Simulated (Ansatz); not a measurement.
## W2C under strong compression

```xyz
3
Lattice="3.0700 0.0000 0.0000 -1.5350 2.6587 0.0000 0.0000 0.0000 4.6784" Properties=species:S:1:pos:R:3 pbc="T T T"
W     0.0000    1.7725    3.4917
W     1.5350    0.8862    1.1868
C     0.0000    0.0000    0.0000
```

The base volume is that of a database entry, so it needn't be at zero pressure; the structure needn't be the stable phase, at rest or compressed.

Its volume is scaled at fixed shape and fractional positions.

Level of theory: DFT with PBE, scalar-relativistic, in Ansatz 0.2.0; a Γ-centred 14×14×8 k mesh, Fermi–Dirac smearing of 0.05 eV, no spin polarisation. LAPW: all electrons, basis error target 1 meV/atom; PAW: frozen-core files, cutoff 420 eV.

Energies are extrapolated to zero smearing and count from the unscaled cell; pressure is positive in compression; gaps take the mesh and a band path. No temperature or zero-point motion is included.

Spin–orbit coupling is left out, which matters for the heavy atoms.

```tsv
V/V0	V (Å³/atom)	P LAPW (GPa)	ΔE LAPW (eV/atom)	P PAW − LAPW (GPa)	ΔE PAW − LAPW (meV/atom)
1.00	12.73	-1.83	0.000	-0.07	0.0
0.55	7.00	664.5	7.149	5.59	48.1
0.50	6.36	917.5	10.263	7.57	74.0
0.45	5.73	?	14.584	9.65	108.5
```

(1) What belongs in the row "0.45", column "P LAPW (GPa)"?

(2) From the table, what is the rise of the enthalpy H = E + pV up to the last row, and how stiff is the crystal between the last two rows?

(3) How do the Löwdin populations by LAPW change from the unscaled cell to the last row?

Answers

(1) 1280.

(2) ΔH = 14.584 eV + (1280 GPa × 5.73 Å³ + 1.83 GPa × 12.73 Å³) × 0.006242 eV/(GPa·Å³) = 60.49 eV/atom, of which pV makes 76 %. The mean bulk modulus there is −ΔP/Δln V = 3440 GPa.

(3) W 5s 1.96 → 1.85, W 6s 0.71 → 0.51, W 5p 5.99 → 5.88, W 5d 4.90 → 5.71, C 2s 1.30 → 0.89, C 2p 3.41 → 3.14 electrons an atom. These are projections on the shells that the free atoms fill; 0.20 e a cell lies outside them at the start and 0.18 e at the end.
